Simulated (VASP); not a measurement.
# CdSe (Cadmoselite) (P6_3mc) in VASP: further runs, part 2 of 2

VASP 6.6.1.

## (3) Single point, LDA

INCAR

```
ALGO = Normal ; EDIFF = 1E-6
ENCUT = 520 ; GGA = CA
ISIF = 2 ; ISMEAR = -1
LASPH = T ; LCHARG = F
LREAL = F ; LWAVE = F
NBANDS = 26 ; NELM = 100
PREC = Accurate ; SIGMA = 0.05
```

KPOINTS

```
k-points
0
Gamma
  7 7 4
```

POSCAR

```
CdSe
1.0
    4.2418847678      0.0000000000      0.0000000000
   -2.1209423839      3.6735799689      0.0000000000
    0.0000000000      0.0000000000      6.9251235047
Cd Se
2 2
Direct
    0.6666666667      0.3333333333      0.5000000000
    0.3333333333      0.6666666667      0.0000000000
    0.6666666667      0.3333333333      0.8850000000
    0.3333333333      0.6666666667      0.3850000000
```

Potentials or basis: VASP PAW LDA potentials, release 64 (Cd, Se).

Launch:

```
> cat potpaw_LDA.64/Cd/POTCAR potpaw_LDA.64/Se/POTCAR > POTCAR
> mpirun -np 1 vasp_std > vasp.out
```

OUTCAR:

```text
EDIFF = 1E-6
   ENCUT = 520
   GGA = CA
   ISIF = 2
   ISMEAR = -1
   LASPH = T
   LREAL = F
   NELM = 100
   PREC = Accurate

 ion  position               nearest neighbor table
   1  0.667  0.333  0.500-   4 2.58   4 2.58   4 2.58   3 2.67
   2  0.333  0.667  0.000-   3 2.58   3 2.58   3 2.58   4 2.67
   3  0.667  0.333  0.885-   2 2.58   2 2.58   2 2.58   1 2.67
   4  0.333  0.667  0.385-   1 2.58   1 2.58   1 2.58   2 2.67

  LATTYP: Found a hexagonal cell.
 ALAT       =     4.2418847678
 C/A-ratio  =     1.6325581395

  Lattice vectors:

 A1 = (   4.2418847678,   0.0000000000,   0.0000000000)
 A2 = (  -2.1209423839,   3.6735799689,   0.0000000000)
 A3 = (   0.0000000000,   0.0000000000,   6.9251235047)

Analysis of symmetry for initial positions (statically):
=====================================================================
 Subroutine PRICEL returns:
 Original cell was already a primitive cell.

 Routine SETGRP: Setting up the symmetry group for a
 hexagonal supercell.

 Subroutine GETGRP returns: Found 12 space group operations
 (whereof  6 operations were pure point group operations)
 out of a pool of 24 trial point group operations.

The static configuration has the point symmetry C_3v.
 The point group associated with its full space group is C_6v.

Analysis of symmetry for dynamics (positions and initial velocities):
=====================================================================
 Subroutine PRICEL returns:
 Original cell was already a primitive cell.

 Routine SETGRP: Setting up the symmetry group for a
 hexagonal supercell.

 Subroutine GETGRP returns: Found 12 space group operations
 (whereof  6 operations were pure point group operations)
 out of a pool of 24 trial point group operations.

The dynamic configuration has the point symmetry C_3v.
 The point group associated with its full space group is C_6v.

 Subroutine INISYM returns: Found 12 space group operations
 (whereof  6 operations are pure point group operations),
 and found     1 'primitive' translations

----------------------------------------------------------------------------------------

                                     Primitive cell

  volume of cell :     107.9135

  direct lattice vectors                    reciprocal lattice vectors
     4.241884768  0.000000000  0.000000000     0.235744263  0.136107014  0.000000000
    -2.120942384  3.673579969  0.000000000     0.000000000  0.272214028  0.000000000
     0.000000000  0.000000000  6.925123505     0.000000000  0.000000000  0.144401757

  length of vectors
     4.241884768  4.241884768  6.925123505     0.272214028  0.272214028  0.144401757

  position of ions in fractional coordinates (direct lattice)
     0.666666667  0.333333333  0.500000000
     0.333333333  0.666666667  0.000000000
     0.666666667  0.333333333  0.885000000
     0.333333333  0.666666667  0.385000000

  ion indices of the primitive-cell ions
   primitive index   ion index
                 1           1
                 2           2
                 3           3
                 4           4

----------------------------------------------------------------------------------------

 KPOINTS: k-points

Automatic generation of k-mesh.
 Grid dimensions read from file:
 generate k-points for:    7    7    4

 Generating k-lattice:

  Cartesian coordinates                     Fractional coordinates (reciprocal lattice)
     0.033677752  0.019443859  0.000000000     0.142857143  0.000000000  0.000000000
     0.000000000  0.038887718  0.000000000     0.000000000  0.142857143  0.000000000
     0.000000000  0.000000000  0.036100439     0.000000000  0.000000000  0.250000000

  Length of vectors
     0.038887718  0.038887718  0.036100439

  Shift w.r.t. Gamma in fractional coordinates (k-lattice)
     0.000000000  0.000000000  0.000000000

 Subroutine IBZKPT returns following result:
 ===========================================

 Found     24 irreducible k-points:

 Following reciprocal coordinates:
            Coordinates               Weight
  0.000000  0.000000  0.000000      1.000000
  0.142857 -0.000000  0.000000      6.000000
  0.285714  0.000000  0.000000      6.000000
  0.428571  0.000000  0.000000      6.000000
  0.142857  0.142857  0.000000      6.000000
  0.285714  0.142857  0.000000     12.000000
[... 16 lines left out ...]
  0.428571  0.142857  0.500000      6.000000
  0.285714  0.285714  0.500000      6.000000
   k-points           NKPTS =     24   k-points in BZ     NKDIM =     24   number of bands    NBANDS=     26
   number of dos      NEDOS =    301   number of ions     NIONS =      4
   total plane-waves  NPLWV =  55296
   dimension x,y,z NGX =    32 NGY =   32 NGZ =   54
   dimension x,y,z NGXF=    64 NGYF=   64 NGZF=  108
   ions per type =               2   2
   NGX,Y,Z   is equivalent  to a cutoff of  12.54, 12.54, 12.96 a.u.
   NGXF,Y,Z  is equivalent  to a cutoff of  25.08, 25.08, 25.93 a.u.
 SYSTEM =  unknown system
   PREC   = accura    normal or accurate (medium, high low for compatibility)
   ISTART =      0    job   : 0-new  1-cont  2-samecut
   ICHARG =      2    charge: 1-file 2-atom 10-const
   ISPIN  =      1    spin polarized calculation?
   LNONCOLLINEAR =      F non collinear calculations
   LSORBIT =      F    spin-orbit coupling
   LASPH  =      T    aspherical Exc in radial PAW
   ENCUT  =  520.0 eV  38.22 Ry    6.18 a.u.   7.89  7.89 12.88*2*pi/ulx,y,z
   NELM   =    100;   NELMIN=  2; NELMDL= -5     # of ELM steps
   EDIFF  = 0.1E-05   stopping-criterion for ELM
   LREAL  =      F    real-space projection
   EDIFFG = 0.1E-04   stopping-criterion for IOM
   NSW    =      0    number of steps for IOM
   IBRION =     -1    ionic relax: 0-MD 1-quasi-New 2-CG
   NFREE  =      0    steps in history (QN), initial steepest desc. (CG)
   ISIF   =      2    stress and relaxation
   ISYM   =      2    0-nonsym 1-usesym 2-fastsym
   POTIM  = 0.5000    time-step for ionic-motion
   TEBEG  =    0.0;   TEEND  =   0.0 temperature during run
   PSTRESS=    0.0 pullay stress
   NELECT =      36.0000    total number of electrons
   NUPDOWN=      -1.0000    fix difference up-down
   EMIN   =  10.00;   EMAX   =-10.00  energy-range for DOS
   EFERMI =   0.00;   METHOD = LEGACY
   ISMEAR =    -1;   SIGMA  =   0.05  broadening in eV -4-tet -1-fermi 0-gaus
   EFERMI_NEDOS =   21; number of points for ismear=-14 and -15
   IALGO  =     38    algorithm
   IMIX   =      4    mixing-type and parameters
     AMIX     =   0.40;   BMIX     =  1.00
     AMIX_MAG =   1.60;   BMIX_MAG =  1.00
  volume/ion in A,a.u.               =      26.98       182.06
  Fermi-wavevector in a.u.,A,eV,Ry     =   1.135404  2.145602 17.539841  1.289142
  Thomas-Fermi vector in A             =   2.272109
   LORBIT       =      0    0 simple, 1 ext, 2 COOP (PROOUT), +10 PAW based schemes
   GGA     = CA    functional components
   LHFCALC =     F    Hartree Fock is set to
   AEXX    =    0.0000 exact exchange contribution
   IVDW    =     0    specifies the selected vdW correction
   LEPSILON=     F    determine dielectric tensor
   LRPA    =     F    only Hartree local field effects (RPA)
 non-spin polarized calculation
  energy-cutoff  :      520.00
  volume of cell :      107.91
 maximum number of plane-waves:      2922
 NGX is ok and might be reduce to    32
   NGX = 15   NGY = 15   NGZ = 25

 number of electron      35.9999998 magnetization

 Free energy of the ion-electron system (eV)
  ---------------------------------------------------
  ext. energy  EPLUGINS =         0.00000000
  ---------------------------------------------------
  free energy    TOTEN  =       -13.49278224 eV

  energy without entropy =      -13.49272806  energy(sigma->0) =      -13.49275515

 E-fermi :   1.4537     XC(G=0):  -9.4688

 val. band max:        1.1509667465   @ k =   0.0000   0.0000   0.0000
 cond. band min:       1.6961466430   @ k =   0.0000   0.0000   0.0000
 fundamental gap:      0.5451798965
 Fermi energy:         1.4536631836

 k-point     1 :       0.0000    0.0000    0.0000
  band No.  band energies     occupation
      1     -11.7372      2.00000
      2     -11.3271      2.00000
      3      -6.9580      2.00000
      4      -6.9580      2.00000
      5      -6.8964      2.00000
      6      -6.8964      2.00000
[... 685 lines left out ...]
     25       9.1332      0.00000
     26       9.1332      0.00000

------------------------ aborting loop because EDIFF is reached ----------------------------------------

  FORCE on cell =-STRESS in cart. coord.  units (eV):
  Direction    XX          YY          ZZ          XY          YZ          ZX
  --------------------------------------------------------------------------------------
  -------------------------------------------------------------------------------------
  Total        1.1177329      1.1177329     -0.3852208      0.0000000     -0.0000000      0.0000000
  in kB       16.5948266     16.5948266     -5.7193201      0.0000000     -0.0000000      0.0000000
  external PRESSURE =       9.1567777 kB  Pullay stress =       0.0000000 kB

 VOLUME and BASIS-vectors are now :
 -----------------------------------------------------------------------------
  energy-cutoff  :      520.00
  volume of cell :      107.91
      direct lattice vectors                 reciprocal lattice vectors
     4.241884768  0.000000000  0.000000000     0.235744263  0.136107014  0.000000000
    -2.120942384  3.673579969  0.000000000     0.000000000  0.272214028  0.000000000
     0.000000000  0.000000000  6.925123505     0.000000000  0.000000000  0.144401757

 POSITION                                       TOTAL-FORCE (eV/Angst)
 -----------------------------------------------------------------------------------
      2.12094      1.22453      3.46256        -0.000000     -0.000000      0.309821
     -0.00000      2.44905      0.00000        -0.000000      0.000000      0.309821
      2.12094      1.22453      6.12873         0.000000     -0.000000     -0.309821
     -0.00000      2.44905      2.66617         0.000000      0.000000     -0.309821
 -----------------------------------------------------------------------------------
    total drift:                                0.000000      0.000000     -0.000055

  FREE ENERGIE OF THE ION-ELECTRON SYSTEM (eV)
  ---------------------------------------------------
  free  energy   TOTEN  =       -13.4927822376 eV

  energy  without entropy=      -13.4927280618  energy(sigma->0) =      -13.49275515
```

OSZICAR:

```text
N       E                     dE             d eps       ncg     rms          rms(c)
DAV:   1     0.242041689511E+03    0.24204E+03   -0.17056E+04  1248   0.125E+03
DAV:   2    -0.121176758877E+01   -0.24325E+03   -0.23527E+03  1350   0.315E+02
DAV:   3    -0.141292958133E+02   -0.12918E+02   -0.12843E+02  1496   0.726E+01
DAV:   4    -0.142388710744E+02   -0.10958E+00   -0.10946E+00  1338   0.622E+00
DAV:   5    -0.142395391718E+02   -0.66810E-03   -0.66808E-03  1462   0.470E-01    0.970E+00
DAV:   6    -0.135478565941E+02    0.69168E+00   -0.11931E+00  1632   0.116E+01    0.742E+00
DAV:   7    -0.135019880047E+02    0.45869E-01   -0.49563E-01  1314   0.374E+00    0.249E+00
DAV:   8    -0.134934890446E+02    0.84990E-02   -0.65503E-02  1278   0.260E+00    0.383E-01
DAV:   9    -0.134928669736E+02    0.62207E-03   -0.78142E-03  1338   0.104E+00    0.108E-01
DAV:  10    -0.134927706643E+02    0.96309E-04   -0.60161E-04  1370   0.289E-01    0.481E-02
DAV:  11    -0.134927839741E+02   -0.13310E-04   -0.75973E-05  1320   0.598E-02    0.146E-02
DAV:  12    -0.134927825695E+02    0.14046E-05   -0.19266E-05  1430   0.502E-02    0.858E-03
DAV:  13    -0.134927822376E+02    0.33193E-06   -0.22949E-06   920   0.183E-02
   1 F= -.13492782E+02 E0= -.13492755E+02  d E =-.541758E-04
```

stdout:

```text
POSCAR found type information on POSCAR CdSe
 POSCAR found :  2 types and       4 ions
 scaLAPACK will be used
 LDA part: xc-table for (Slater(with rela. corr.)+CA(PZ))
 , standard interpolation
 POSCAR, INCAR and KPOINTS ok, starting setup
 FFT: planning ... GRIDC
 FFT: planning ... GRID_SOFT
 FFT: planning ... GRID
 WAVECAR not read
 entering main loop
```

Run time: 20 s. Hardware: 1 thread of Intel Xeon 6975P-C (Granite Rapids), shared host; peak memory 0.22 GiB.

What came out:

| Quantity | Value |
| --- | --- |
| Free energy | -13.4928 eV |
| Pressure | 0.9 GPa |
| Largest force | 0.310 eV/Å |
| Band gap on the k mesh | 0.55 eV, direct |

Forces on the atoms (eV/Å):
```
Cd   0.000  0.000  0.310
Cd   0.000  0.000  0.310
Se   0.000  0.000 -0.310
Se   0.000  0.000 -0.310
```

## (4) Comparison with measurements

Step 3. Against the measured gap of CdSe, 1.841 eV (2 K; a printed reference work, data compilation), the calculated 0.55 eV is off by -1.30 eV. So large a miss can be the level of theory's own, or it may mean another phase, state or a wrong row. Spin-orbit coupling on Cd, Se is left out. The value is that of LDA, without temperature or zero-point motion. Semilocal functionals fall short of measured gaps as a rule.
